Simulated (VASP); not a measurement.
A run of VASP 6.6.1 is set up as follows.

Contents of INCAR:

```
PREC = Accurate
ENCUT = 520
EDIFF = 1E-6
ISMEAR = 0
SIGMA = 0.02
LREAL = False
LASPH = True
NELM = 100
ALGO = Normal
ISIF = 2
LWAVE = False
LCHARG = False
GGA = PE
NBANDS = 28
```

The input KPOINTS:

```
regular mesh
0
Gamma
  6 6 6
```

File POSCAR:

```
BaZrO3
1.0
    4.2272125875      0.0000000000      0.0000000000
    0.0000000000      4.2272125875      0.0000000000
    0.0000000000      0.0000000000      4.2272125875
Ba Zr O
1 1 3
Direct
    0.0000000000      0.0000000000      0.0000000000
    0.5000000000      0.5000000000      0.5000000000
    0.5000000000      0.5000000000      0.0000000000
    0.0000000000      0.5000000000      0.5000000000
    0.5000000000      0.0000000000      0.5000000000
```

Potentials or basis: VASP PAW PBE potentials, release 64 (Ba_sv, Zr_sv, O).

Launch:

```console
$ cat potpaw_PBE.64/Ba_sv/POTCAR potpaw_PBE.64/Zr_sv/POTCAR potpaw_PBE.64/O/POTCAR > POTCAR
$ mpirun -np 1 vasp_std > vasp.out
```

What does it give for the band gap on the k mesh?

3.13 eV, indirect (least direct gap 3.38 eV).

Predict the pressure.

0.9 GPa.

Caveat: spin-orbit coupling is left out, which moves the levels of the heavy elements. A k mesh can miss the band edges.
